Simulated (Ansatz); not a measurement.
Runs of Ansatz 0.2.0 on AlNi3. It takes space group Pm-3m (No. 221, cubic). The conventional cell has a = 3.523 Å, b = 3.523 Å, c = 3.523 Å, α = 90.00°, β = 90.00°, γ = 90.00°. Ni (site symmetry 4/mmm) is surrounded by 8 Ni at 2.49 Å and 4 Al at 2.49 Å. Around Al (site symmetry m-3m) lie 12 Ni at 2.49 Å. The cell is a database's computed one.

```csv
task,level,cell,k mesh,smearing,points for each segment of the path,mesh quality,gap on the mesh (eV),pressure (GPa),moment (μB)
single point,PBE,as given,8 × 8 × 8,gaussian 0.028 eV,-,not flagged,none,7.4,0.81
band structure,HSE03,as given,4 × 4 × 4,fermi-dirac 0.05 eV,4,coarse,none,3.1,(a)
band structure,HSEsol,as given,4 × 4 × 4,fermi-dirac 0.05 eV,4,coarse,none,(b),0.00
relaxation of cell and atoms,BLYP+D4,relaxed,8 × 8 × 8,fermi-dirac 0.05 eV,-,not flagged,none,0.0,0.65
phonons,LDA,as given,6 × 6 × 6,fermi-dirac 0.05 eV,-,not flagged,none,-,(c)
single point,PBE,as given,8 × 8 × 8,gaussian 0.027 eV,-,not flagged,none,7.4,0.82
```

Alike in all rows: potentials or basis Ansatz PAW; spin collinear, ferromagnetic start; cutoff (eV) 420.

Problem. Estimate the missing entries.

Solution. (a) 1.25; (b) -6.2; (c) 0.56.

Caveats: some runs use coarse meshes; the PAW data sets come from PBE, with cores solved anew for the run's functional, which leaves a small shift of forces and pressure (some runs); the magnetic or orbital state may not be the lowest (some runs); the thresholds are loose for stress (some runs); the starting moments weren't kept (some runs); the plane-wave basis is chosen anew once the cell has moved, so the energies of steps on either side of that aren't comparable (some runs); pairwise dispersion overbinds metals, which lowers pressure and volume (some runs).

A gap of «none» marks a metal or a gap under the smearing width.
